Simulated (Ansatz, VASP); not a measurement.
# BAs in two plane-wave programs

Aim: how closely do two programs agree when they are given the same cell, functional and k mesh? The cell is a member of a volume series, scaled by 0.985 from a relaxed one, so a pressure remains.

Calculated with Ansatz 0.2.0; plane waves, with VASP 6.6.1 beside it; single point at PBEsol and single point at PBE.

**1. The starting structure**

The structure is cubic, space group F-43m (No. 216). Conventional cell: a = 4.753 Å, b = 4.753 Å, c = 4.753 Å, α = 90.00°, β = 90.00°, γ = 90.00°. Nearest to As lie 4 B at 2.06 Å. Nearest to B lie 4 As at 2.06 Å. Farther neighbours are not listed.

**2. VASP: single point, PBEsol, volume scaled by 0.985**

With cell and atoms fixed, the geometry can't cause a difference; cores, projectors, grids and the points listed under the comparison can.

Lines of VASP's logs that name or quote its potential files are left out, and so is its time.

The input asks for a relaxation, which ended at its first step since no free force or stress exceeded the threshold; so it serves as a single point.

INCAR

```
SYSTEM = BAs
PREC = Accurate
ENCUT = 450
EDIFF = 1E-06
NELM = 100
ISMEAR = 0
SIGMA = 0.03
LREAL = .FALSE.
ALGO = Normal
GGA = PS
LORBIT = 11
LWAVE = .FALSE.
LCHARG = .FALSE.
KPAR = 2
IBRION = 2
NSW = 30
ISIF = 4
EDIFFG = -0.01
```

POSCAR

```
BAs
1.0
    0.0000000000      2.3764972849      2.3764972849
    2.3764972849      0.0000000000      2.3764972849
    2.3764972849      2.3764972849      0.0000000000
As B
1 1
Direct
    0.7500000000      0.7500000000      0.7500000000
    0.0000000000      0.0000000000      0.0000000000
```

KPOINTS

```
Automatic mesh
0
Gamma
8 8 8
0 0 0
```

The projector-augmented-wave data sets are As and B (PBE family, release 64).

Run with:

```
mpirun -np 2 vasp_std
```

Numbers of over 12 decimals in the logs are rounded to 6 here.

Log:

```text
[banner, memory and clock lines left out]
running    2 mpi-ranks, on    1 nodes
 distrk:  each k-point on    1 cores,    2 groups
 distr:  one band on    1 cores,    1 groups

 POSCAR found type information on POSCAR AsB
 POSCAR found :  2 types and       2 ions
|                                                                             |
|               ----> ADVICE to this user running VASP <----                  |
|                                                                             |
|     You enforced a specific xc type in the INCAR file but a different       |
|     [... a line on the potential file left out ...]
|     I HOPE YOU KNOW WHAT YOU ARE DOING!                                     |
|                                                                             |

 LDA part: xc-table for (Slater+PW92), standard interpolation
 POSCAR, INCAR and KPOINTS ok, starting setup
 FFT: planning ... GRIDC
 FFT: planning ... GRID_SOFT
 FFT: planning ... GRID
 WAVECAR not read
 entering main loop
       N       E                     dE             d eps       ncg     rms          rms(c)
DAV:   1     0.108548041937E+02    0.10855E+02   -0.37417E+03   464   0.798E+02
DAV:   2    -0.125037632524E+02   -0.23359E+02   -0.22293E+02   720   0.102E+02
DAV:   3    -0.128345627403E+02   -0.33080E+00   -0.33080E+00   504   0.160E+01
DAV:   4    -0.128352354430E+02   -0.67270E-03   -0.67270E-03   728   0.701E-01
DAV:   5    -0.128352355310E+02   -0.88035E-07   -0.88035E-07   536   0.729E-03    0.494E+00
DAV:   6    -0.122765865764E+02    0.55865E+00   -0.16377E+00   464   0.653E+00    0.248E+00
DAV:   7    -0.122042657130E+02    0.72321E-01   -0.21370E-01   648   0.272E+00    0.909E-01
DAV:   8    -0.121946965729E+02    0.95691E-02   -0.20978E-02   512   0.956E-01    0.112E-01
DAV:   9    -0.121948231486E+02   -0.12658E-03   -0.49152E-04   576   0.186E-01    0.617E-02
DAV:  10    -0.121948877020E+02   -0.64553E-04   -0.13316E-04   504   0.784E-02    0.141E-02
DAV:  11    -0.121948904334E+02   -0.27314E-05   -0.37876E-06   712   0.170E-02    0.129E-02
DAV:  12    -0.121948900230E+02    0.41042E-06   -0.11776E-06   256   0.669E-03
   1 F= -.12194890E+02 E0= -.12194890E+02  d E =-.121949E+02
 curvature:   0.00 expect dE= 0.000E+00 dE for cont linesearch  0.000E+00
 trial: gam= 0.00000 g(F)=  0.118E-47 g(S)=  0.263E-33 ort = 0.000E+00 (trialstep = 0.100E+01)
 search vector abs. value=  0.100E-09
 reached required accuracy - stopping structural energy minimisation
```

From OUTCAR (step 2):

```text
ion  position               nearest neighbor table
   1  0.750  0.750  0.750-   2 2.06   2 2.06   2 2.06   2 2.06
   2  0.000  0.000  0.000-   1 2.06   1 2.06   1 2.06   1 2.06

  LATTYP: Found a face centered cubic cell.
 ALAT       =     4.7529945698

 Subroutine GETGRP returns: Found 24 space group operations
 (whereof 24 operations were pure point group operations)

The static configuration has the point symmetry T_d .

 Found     29 irreducible k-points:

   k-points           NKPTS =     29   k-points in BZ     NKDIM =     29   number of bands    NBANDS=      8

   dimension x,y,z NGX =    24 NGY =   24 NGZ =   24
   dimension x,y,z NGXF=    48 NGYF=   48 NGZF=   48

   ENCUT  =  450.0 eV  33.07 Ry    5.75 a.u.   5.81  5.81  5.81*2*pi/ulx,y,z

   NELECT =       8.0000    total number of electrons

 k-points in reciprocal lattice and weights: Automatic mesh
   0.00000000  0.00000000  0.00000000       0.002
   0.12500000  0.00000000  0.00000000       0.016
   0.25000000  0.00000000  0.00000000       0.016
   0.37500000  0.00000000  0.00000000       0.016
   0.50000000  0.00000000  0.00000000       0.008
   0.12500000  0.12500000  0.00000000       0.012
   0.25000000  0.12500000  0.00000000       0.047
   0.37500000  0.12500000  0.00000000       0.047
   0.50000000  0.12500000  0.00000000       0.047
[...]
-0.37500000  0.50000000  0.12500000       0.023
  -0.25000000  0.50000000  0.25000000       0.012

 average (electrostatic) potential at core
       1 -48.4265       2 -26.7257

 E-fermi :   6.3615

 k-point     1 :       0.0000    0.0000    0.0000
  band No.  band energies     occupation
      1      -9.3646      2.00000
      2       6.2148      2.00000
      3       6.2148      2.00000
      4       6.2148      2.00000
      5       9.4671      0.00000
      6       9.4671      0.00000
      7       9.4671      0.00000
      8      11.0864      0.00000

 k-point     2 :       0.1250    0.0000    0.0000
  band No.  band energies     occupation
      1      -9.1044      2.00000
      2       4.2200      2.00000
      3       5.7640      2.00000
      4       5.7640      2.00000
      5       9.6243      0.00000
      6      10.0578      0.00000
      7      10.0578      0.00000
      8      12.3076      0.00000

 k-point     3 :       0.2500    0.0000    0.0000
  band No.  band energies     occupation
      1      -8.3457      2.00000
      2       1.1984      2.00000
      3       5.0395      2.00000
      4       5.0395      2.00000
      5       9.3159      0.00000
      6      10.8585      0.00000
      7      10.8585      0.00000
      8      14.1633      0.00000

  Total        0.3859886      0.3859886      0.3859886      0.0000000      0.0000000     -0.0000000
  in kB       23.0379123     23.0379123     23.0379123      0.0000000      0.0000000     -0.0000000
  external PRESSURE =      23.0379123 kB  Pullay stress =       0.0000000 kB

  energy-cutoff  :      450.00
  volume of cell :       26.84
      direct lattice vectors                 reciprocal lattice vectors
     0.000000000  2.376497285  2.376497285    -0.210393676  0.210393676  0.210393676
     2.376497285  0.000000000  2.376497285     0.210393676 -0.210393676  0.210393676
     2.376497285  2.376497285  0.000000000     0.210393676  0.210393676 -0.210393676

 POSITION                                       TOTAL-FORCE (eV/Angst)
 -----------------------------------------------------------------------------------
      3.56475      3.56475      3.56475         0.000000     -0.000000     -0.000000
      0.00000      0.00000      0.00000        -0.000000      0.000000      0.000000
 -----------------------------------------------------------------------------------
    total drift:                               -0.000000     -0.000000     -0.000000

  FREE ENERGIE OF THE ION-ELECTRON SYSTEM (eV)
  ---------------------------------------------------
  free  energy   TOTEN  =       -12.1948900230 eV

  energy  without entropy=      -12.1948900230  energy(sigma->0) =      -12.19489002

 reached required accuracy - stopping structural energy minimisation

 total charge
# of ion       s       p       d       tot
------------------------------------------
    1        1.174   1.678   0.091   2.943
    2        0.656   1.187   0.000   1.843
--------------------------------------------------
tot          1.831   2.865   0.091   4.786

[... 3 further parts left out ...]
```

CONTCAR:

```
BAs
   1.00000000000000
     0.0000000000000000    2.3764972849000001    2.3764972849000001
     2.3764972849000001    0.0000000000000000    2.3764972849000001
     2.3764972849000001    2.3764972849000001    0.0000000000000000
  As              B
     1     1
Direct
     0.7500000000000000    0.7500000000000000    0.7500000000000000
     0.0000000000000000    0.0000000000000000    0.0000000000000000
```

**3. Ansatz: single point, PBEsol, volume scaled by 0.985**

Ansatz runs on its default PAW (the set named soft_2) files.

The same cell, functional, mesh and smearing now go to Ansatz, which takes its cutoff from its data sets.

input.yaml

```yaml
crystal:
  lattice:
    - [0.0, 2.37649728, 2.37649728]
    - [2.37649728, 0.0, 2.37649728]
    - [2.37649728, 2.37649728, 0.0]
  atoms:
    - { symbol: As, position: [0.75, 0.75, 0.75] }
    - { symbol: B, position: [0.0, 0.0, 0.0] }
hamiltonian:
  xc: pbesol
  pseudopotentials: { kind: paw }
kpoints:
  mp_grid: { grid: [8, 8, 8] }
scf:
  occupations: { method: gaussian, width: 0.03 }
  n_extra_bands: 4
output:
  forces: true
  stress: true
  eigenvalues: true
```

Run with:

```
ansatz run input.yaml --threads 2 --pin off --max-ram 4608MiB --backend cpu --events-out ev --progress --plain --runs-dir out
```

Log:

```text
scf.n_extra_bands = 4 over 9 filled bands (N_el = 18.0): the run solves 13 bands
Engine: ansatz 0.2.0, aarch64-unknown-linux-gnu
Pseudopotentials: kind: paw
Pseudopotential: As, paw, valence charge 15, recommended cutoff 420 eV (normal), As.paw.azcp
Pseudopotential: B, paw, valence charge 3, recommended cutoff 420 eV (normal), B.paw.azcp
Functional definition: PBEsol
  exchange = pbesol_x
  correlation = pbesol_c
Crystal: 2 atoms, lattice volume = 26.844 Å³
Basis set: ecut = 420 eV, 531 PW (Γ), exchange–correlation on 48×48×48 points (8 copies of the dense FFT grid, shifted against one another)
Bands: 13, of which v1, the nominal top of the filled ones, is band 9 counted from 1 (8 counted from 0)
Symmetry: 24 space group operations
Space group: F-43m (ITA 216), of the structure as read, at distance tolerance 3.0e-5 Å
k-points: 29 of 512 (time reversal used)
Non-local potential: As, projectors of the file, l = 0: 2, l = 1: 2, l = 2: 3, l = 3: 1
Non-local potential: B, projectors of the file, l = 0: 2, l = 1: 2, l = 2: 1
PAW form: soft (Blöchl's): semilocal exchange-correlation on the pseudo side does not see the compensation charge
PAW frozen core: As, regenerated for the run's functional, and the local potential with it (the file was generated under x = pbe(κ = 0.804, μ = 0.219515), c = pbe(β = 0.066725))
PAW frozen core: B, regenerated for the run's functional, and the local potential with it (the file was generated under x = pbe(κ = 0.804, μ = 0.219515), c = pbe(β = 0.066725))
PAW one-centre angular grid: As, 590 points (default); XC on 64 Gauss nodes
PAW one-centre angular grid: B, 110 points (default); XC on 64 Gauss nodes
Initial density: superposition of atomic densities (neutral atoms: chi_scale 0, normalization atom), corrected by the library's trained network
Initial wavefunctions: pseudopotential atomic-orbital guess
Functional: x = pbesol(κ = 0.804, μ = 0.123457), c = pbesol(β = 0.046)
SCF iter   1: F=—  HF=-4965.766714 eV  |F-HF|=—  |Δ(HF+E_count)|=         —  Δρ=4.75e-3  dr2=8.22e-3  ethr=1.77e-3  ⟨swp⟩=5.9  Hψ=2111  notcnv=0
preconditioner: auto → none  [insulator: Δε(μ)=1.061 eV  Ē_g=12.500 eV  σ=0.030 eV  W_gap=1.00  n_scr=8 (ndim 8)  ℏωp=20.3 eV  f_vac=0.000  D(μ)=0.00/eV (n_scr^D=0)  ε∞_Penn≈3.6]
SCF iter   2: F=—  HF=-4965.764103 eV  |F-HF|=—  |Δ(HF+E_count)|=   2.61e-3  Δρ=9.68e-4  dr2=2.91e-4  ethr=4.57e-5  ⟨swp⟩=2.0  Hψ=754  notcnv=0
SCF iter   3: F=—  HF=-4965.764018 eV  |F-HF|=—  |Δ(HF+E_count)|=   8.57e-5  Δρ=3.81e-4  dr2=2.69e-5  ethr=1.62e-6  ⟨swp⟩=2.0  Hψ=638  notcnv=0
SCF iter   4: F=—  HF=-4965.764030 eV  |F-HF|=—  |Δ(HF+E_count)|=   1.25e-5  Δρ=1.64e-4  dr2=3.85e-6  ethr=1.50e-7  ⟨swp⟩=1.9  Hψ=479  notcnv=0
iter 5 did not close the SCF: its close was put off for the readings that it lacked (scf_convergence_deferred on its scf_iter line)
SCF iter   5: F=-4965.764034 eV  HF=-4965.764034 eV  |F-HF|=1.06e-7  |Δ(HF+E_count)|=   3.72e-6  Δρ=2.51e-5  dr2=7.44e-8  ethr=2.14e-8  ⟨swp⟩=2.0  Hψ=482  notcnv=0
SCF iter   6: F=-4965.764034 eV  HF=-4965.764034 eV  |F-HF|=4.20e-10  |Δ(HF+E_count)|=   1.14e-7  Δρ=1.36e-6  dr2=2.37e-10  ethr=4.13e-10  ⟨swp⟩=2.0  Hψ=1237  notcnv=0
SCF 1 converged in 6 iterations: F = -4965.764034 eV  dr2 = 2.37e-10
  greatest PAW one-centre occupation: 0.999 electrons in one spin orbital (limit 2), on the As atom at site 0 (counted from 0), in its partial waves of l = 2
SCF converged after 6 iterations
Free energy (F): -4965.764034 eV
Harris-Foulkes:  -4965.764034 eV  (|F-HF|=4.20e-10)
Internal energy: -4965.764034 eV  (E = F + TS)
E sigma→0 (E₀):  -4965.764034 eV
Fermi energy:    11.821223 eV
--- Per-component energies (eV) ---
  E_band       = -208.505233
  E_kinetic    = 152.521696
  E_local      = -1683.110447  (includes V_loc(G=0)·N_el)
  E_nonlocal   = -655.467912
  E_hartree    = 934.756140
  E_xc         = -110.923584
  E_vxc        = -117.799959  (∫ρ·V_xc dr)
  E_paw        = -1870.029890  (= ΣΔE_a)
  E_vpaw       = 225.838957  (= ΣTr[D̂ρ^β])
  E_aug_tail   = 0.000008  (compensation charges beyond the density's cutoff)
  E_ewald      = -1734.491184
  E_core_change = 0.981140  (= ΣΔE_core)
  E_smearing   = -0.000000  (= −TS)
  E_closure    = 0.000000  (closes the sum)
  Σ components = -4965.764034   (vs F -4965.764034, Δ=0.00e0)
--- Forces (eV/Å), atoms counted from 1 ---
  atom   1  As     0.00000000     0.00000000     0.00000000
  atom   2  B     -0.00000000    -0.00000000     0.00000000
  max |Σ_I F_I| component: 4.81e-16 eV/Å
--- Stress (GPa, compression-positive) ---
        1.343002      -0.000000      -0.000000
        0.000000       1.343002       0.000000
       -0.000000       0.000000       1.343002
  P = ⅓ Tr σ = 1.3430 GPa (13.430 kbar)
--- Band table (eV; the first three rows and the last of 29) ---
  k-point 0: bands = [... 5 lower, -4.2977, 11.2782, 11.2782, 11.2782, 14.5403, 14.5403, 14.5403, 16.1292]
  k-point 1: bands = [... 5 lower, -4.0375, 9.2867, 10.8292, 10.8292, 14.6899, 15.1304, 15.1304, 17.3613]
  k-point 2: bands = [... 5 lower, -3.2790, 6.2704, 10.1066, 10.1066, 14.3775, 15.9339, 15.9339, 19.2318]
  k-point 28: bands = [... 5 lower, 0.1351, 3.1744, 5.6488, 5.9495, 16.4675, 17.2672, 17.9917, 18.3875]
```

Elapsed: 1.2 s, on 2 threads of Arm Neoverse N1, shared host; peak memory 0.28 GiB; 2 s of CPU time.

The run ends at a pressure of 1.34 GPa.

**4. Side by side**

Known differences besides the potentials themselves: the data sets hold 18 valence electrons in Ansatz (default PAW (the set named soft_2) files) and 8 in VASP; the cutoff is 420 eV in Ansatz and 450 eV in VASP; Ansatz makes its cores anew for this functional, VASP keeps those of its PBE data sets; VASP leaves aspherical gradient terms in its spheres out (LASPH is not set), Ansatz keeps them. Total energies have different zeros and are not compared.

The two programs side by side:

| quantity | Ansatz | VASP | difference |
| --- | --- | --- | --- |
| pressure (GPa) | 1.34 | 2.30 | -0.96 |
| pressure without Ansatz's Pulay correction (GPa) | 1.24 | 2.30 | -1.06 |
| gap on the k mesh (eV) | 1.087 | 1.074 | +0.013 |

A gap on the mesh is an upper bound, since the band edges may lie between its points. Ansatz's pressure holds a Pulay correction of 0.10 GPa; VASP's holds none.

**5. Ansatz: single point, PBEsol, volume scaled by 1.015**

A single point gives forces, pressure and levels at one fixed geometry, so differences don't come from the geometry; what else differs is listed under the comparison. The cell compared in this pair holds 27.66 Å³, against 26.84 Å³ for the pair before.

The cell is a member of a volume series, scaled by 1.015 from a relaxed one, so a pressure remains.

input.yaml, the sections that differ from step 3:

```yaml
crystal:
  lattice:
    - [0.0, 2.40038328, 2.40038328]
    - [2.40038328, 0.0, 2.40038328]
    - [2.40038328, 2.40038328, 0.0]
  atoms:
    - { symbol: As, position: [0.75, 0.75, 0.75] }
    - { symbol: B, position: [0.0, 0.0, 0.0] }
# hamiltonian, kpoints, scf, output: as in step 3
```

Log:

```text
[...]
Crystal: 2 atoms, lattice volume = 27.661 Å³
Basis set: ecut = 420 eV, 537 PW (Γ), exchange–correlation on 48×48×48 points (8 copies of the dense FFT grid, shifted against one another)
Bands: 13, of which v1, the nominal top of the filled ones, is band 9 counted from 1 (8 counted from 0)
Symmetry: 24 space group operations
[...]
k-points: 29 of 512 (time reversal used)
[...]
--- Band table (eV; the first three rows and the last of 29) ---
  k-point 0: bands = [... 5 lower, -4.5023, 10.7996, 10.7996, 10.7996, 14.0247, 14.0247, 14.0247, 15.2708]
  k-point 1: bands = [... 5 lower, -4.2492, 8.8366, 10.3656, 10.3656, 14.0933, 14.5966, 14.5966, 16.5907]
  k-point 2: bands = [... 5 lower, -3.5129, 5.8872, 9.6630, 9.6630, 13.7413, 15.3890, 15.3890, 18.5431]
  k-point 28: bands = [... 5 lower, -0.2405, 2.8323, 5.3537, 5.6475, 15.9812, 16.6242, 17.4470, 17.7219]
[key lines of the parts left out:]
SCF converged after 6 iterations
Free energy (F): -4965.760137 eV
Fermi energy:    11.356573 eV
P = ⅓ Tr σ = -2.7786 GPa (-27.786 kbar)
```

Elapsed: 1.2 s, on 2 threads; peak memory 0.28 GiB; 2 s of CPU time.

The run ends at a pressure of -2.78 GPa.

**6. VASP: single point, PBEsol, volume scaled by 1.015**

The same cell, functional, mesh and smearing now go to VASP, with its own data sets and cutoff.

The input asks for a relaxation, which ended at its first step since no free force or stress exceeded the threshold; so it serves as a single point.

INCAR is that of step 2.

POSCAR

```
BAs
1.0
    0.0000000000      2.4003832802      2.4003832802
    2.4003832802      0.0000000000      2.4003832802
    2.4003832802      2.4003832802      0.0000000000
As B
1 1
Direct
    0.7500000000      0.7500000000      0.7500000000
    0.0000000000      0.0000000000      0.0000000000
```

KPOINTS is that of step 2.

Run with:

```
mpirun -np 2 vasp_std
```

Log:

```text
[banner, memory and clock lines left out]
running    2 mpi-ranks, on    1 nodes
[...]
[... a notice as in an earlier step ...]

 LDA part: xc-table for (Slater+PW92), standard interpolation
 POSCAR, INCAR and KPOINTS ok, starting setup
[...]
entering main loop
       N       E                     dE             d eps       ncg     rms          rms(c)
DAV:   1     0.103362828785E+02    0.10336E+02   -0.35291E+03   464   0.780E+02
DAV:   2    -0.124953523512E+02   -0.22832E+02   -0.22551E+02   720   0.101E+02
DAV:   3    -0.127787909338E+02   -0.28344E+00   -0.28344E+00   520   0.153E+01
DAV:   4    -0.127791681289E+02   -0.37720E-03   -0.37720E-03   720   0.629E-01
[...]
DAV:  10    -0.121956750209E+02   -0.66911E-04   -0.13445E-04   496   0.786E-02    0.135E-02
DAV:  11    -0.121956777842E+02   -0.27633E-05   -0.41100E-06   704   0.172E-02    0.119E-02
DAV:  12    -0.121956774281E+02    0.35614E-06   -0.11824E-06   248   0.675E-03
   1 F= -.12195677E+02 E0= -.12195677E+02  d E =-.121957E+02
[...]
reached required accuracy - stopping structural energy minimisation
```

From OUTCAR (step 6):

```text
  Total       -0.3342152     -0.3342152     -0.3342152      0.0000000      0.0000000      0.0000000
  in kB      -19.3582017    -19.3582017    -19.3582017      0.0000000      0.0000000      0.0000000
  external PRESSURE =     -19.3582017 kB  Pullay stress =       0.0000000 kB

 POSITION                                       TOTAL-FORCE (eV/Angst)
 -----------------------------------------------------------------------------------
      3.60057      3.60057      3.60057        -0.000000     -0.000000     -0.000000
      0.00000      0.00000      0.00000         0.000000      0.000000      0.000000
 -----------------------------------------------------------------------------------
    total drift:                               -0.000000     -0.000000     -0.000000

  FREE ENERGIE OF THE ION-ELECTRON SYSTEM (eV)
  ---------------------------------------------------
  free  energy   TOTEN  =       -12.1956774281 eV

  energy  without entropy=      -12.1956774281  energy(sigma->0) =      -12.19567743

[... 2 parts as in an earlier step ...]

[... 2 further parts left out ...]
[key lines of the parts left out:]
E-fermi :   6.0706
```

**7. Side by side**

Both answers:

| quantity | Ansatz | VASP | difference |
| --- | --- | --- | --- |
| pressure (GPa) | -2.78 | -1.94 | -0.84 |
| pressure without Ansatz's Pulay correction (GPa) | -2.87 | -1.94 | -0.93 |
| gap on the k mesh (eV) | 1.114 | 1.102 | +0.012 |

A gap on the mesh is an upper bound, since the band edges may lie between its points. Ansatz's pressure holds a Pulay correction of 0.09 GPa; VASP's holds none.

[end of part 1 of 2]

[Lines on the potential files, build, host, timing and source positions are cut from VASP's logs without a mark.]

[Logs are printed without paths, hosts, clocks, repeated set-up lines and the standing remarks that a program may print on its own settings, such as how far it seeks lower states.]

[Hosts, paths, dates, database ids (printed as entryN), source tags and the programs' standing remarks are cut or masked in the printed files.]
